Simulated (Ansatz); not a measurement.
# TiO2: straining the crystal, a stretch of c alone

The task here is to estimate one member of a computed series from the others.

Method: DFT r2SCAN, scalar-relativistic, plane waves, PAW, in Ansatz 0.2.0.

2 further runs of the same task are left out: 2 set aside as unsound or not needed.

**Starting point**

Symmetry: I4_1/amd, No. 141, tetragonal system. The conventional cell has a = 3.778 Å, b = 3.778 Å, c = 9.584 Å, α = 90.00°, β = 90.00°, γ = 90.00°. Ti (site symmetry -4m2) is surrounded by 6 O at 1.93 to 1.99 Å. Around O (site symmetry 2mm) lie 3 Ti at 1.93 to 1.99 Å.

Coordinates:

```cif
data_structure
_symmetry_space_group_name_H-M 'P 1'
_symmetry_Int_Tables_number 1
_cell_length_a 3.7777
_cell_length_b 3.7777
_cell_length_c 9.5840
_cell_angle_alpha 90.000
_cell_angle_beta 90.000
_cell_angle_gamma 90.000
_cell_volume 136.77
loop_
_atom_site_label
_atom_site_type_symbol
_atom_site_fract_x
_atom_site_fract_y
_atom_site_fract_z
_atom_site_occupancy
Ti1 Ti 0.00000 0.50000 0.75000 1
Ti2 Ti 0.50000 0.50000 0.00000 1
Ti3 Ti 0.50000 0.00000 0.25000 1
Ti4 Ti 0.00000 0.00000 0.50000 1
O1 O 0.00000 0.50000 0.95725 1
O2 O 0.50000 0.50000 0.79275 1
O3 O 0.50000 0.00000 0.04275 1
O4 O 0.00000 0.00000 0.70725 1
O5 O 0.50000 0.00000 0.45725 1
O6 O 0.00000 0.00000 0.29275 1
O7 O 0.00000 0.50000 0.54275 1
O8 O 0.50000 0.50000 0.20725 1
```

It goes back to an entry of the Materials Project, which need not be the stable form.

The unstrained cell was computed beforehand with the same settings: E(σ→0) = -14585.3267 eV for 12 atoms, gap 2.53 eV over the zone.

Set-up of the first run:

input.yaml

```yaml
crystal:
  lattice:
    - [3.7777089757, 0.0, 0.0]
    - [0.0, 3.7777089757, 0.0]
    - [0.0, 0.0, 9.488185405]
  atoms:
    - { symbol: Ti, position: [0.0, 0.5, 0.75] }
    - { symbol: Ti, position: [0.5, 0.5, 0.0] }
    - { symbol: Ti, position: [0.5, 0.0, 0.25] }
    - { symbol: Ti, position: [0.0, 0.0, 0.5] }
    - { symbol: O, position: [0.0, 0.5, 0.9572470713] }
    - { symbol: O, position: [0.5, 0.5, 0.7927529287] }
    - { symbol: O, position: [0.5, 0.0, 0.0427529287] }
    - { symbol: O, position: [0.0, 0.0, 0.7072470713] }
    - { symbol: O, position: [0.5, 0.0, 0.4572470713] }
    - { symbol: O, position: [0.0, 0.0, 0.2927529287] }
    - { symbol: O, position: [0.0, 0.5, 0.5427529287] }
    - { symbol: O, position: [0.5, 0.5, 0.2072470713] }
basis:
  ecutwfc: 500
kpoints:
  mp_grid: { grid: [6, 6, 4] }
hamiltonian:
  xc: r2scan
scf:
  occupations: { method: gaussian, width: 0.02 }
output:
  forces: true
  stress: true
  eigenvalues: true
  write_density: true
  write_potential: true
  elf: true
  volumetric_format: npy
relax:
  adjacent_minimum: "off"
  f_tol: 0.008
  max_steps: 40
```

On the command line:

```
$ ansatz run input.yaml --threads 1 --pin off --max-ram 2560MiB --backend cpu --events-out ev --progress --plain --runs-dir out
```

Steps of the session up to this table: At -1.0 %; The gap over the whole zone at -1.0 %; The cell strained by +1.0 %; Band edges over the zone at +1.0 %; At -2.0 %; The gap over the whole zone at -2.0 %; The cell strained by +2.0 %; Seeking the band edges at +2.0 %; The cell strained by -3.0 %; The gap over the whole zone at -3.0 %; At +3.0 %; Seeking the band edges at +3.0 %.

One of the session's tables, all rows but one given; the rest of the session is left out.

Lengths are those of the vectors of the cell that was run; stresses in GPa:

```
strain (%)  ΔE (meV/atom)  c (Å)  gap (eV)
      -3.0            6.9  9.297      2.44
      -2.0              ?      ?         ?
      -1.0            0.8  9.488      2.50
      +0.0            0.0  9.584      2.53
      +1.0            0.7  9.680      2.55
      +2.0            2.9  9.776      2.58
      +3.0            6.5  9.872      2.60
```

**Question.** Estimate the row for strain (%) = -2.0.

Worked estimate for «ΔE (meV/atom)». A straight line through the neighbours (-3.0, 6.9) and (-1.0, 0.8) gives 6.9 + (0.8 − 6.9) × (-2.0 + 3.0) / (-1.0 + 3.0) = 3.9; a parabola fitted to 3 rows on both sides gives 3.1.

As computed: ΔE (meV/atom): 3.0; c (Å): 9.392; gap (eV): 2.47. In «ΔE (meV/atom)» the line misses by +0.9 and the parabola by +0.1.

ΔE is over the unstrained cell. Stress in GPa, positive in compression, on the Cartesian axes of the input. Gaps are Kohn-Sham gaps over the whole zone.

To keep in mind: The gap runs from 2.44 eV at -3.0 % through 2.53 to 2.60 eV at +3.0 %. Warnings in the runs' records: stress scf threshold loose.
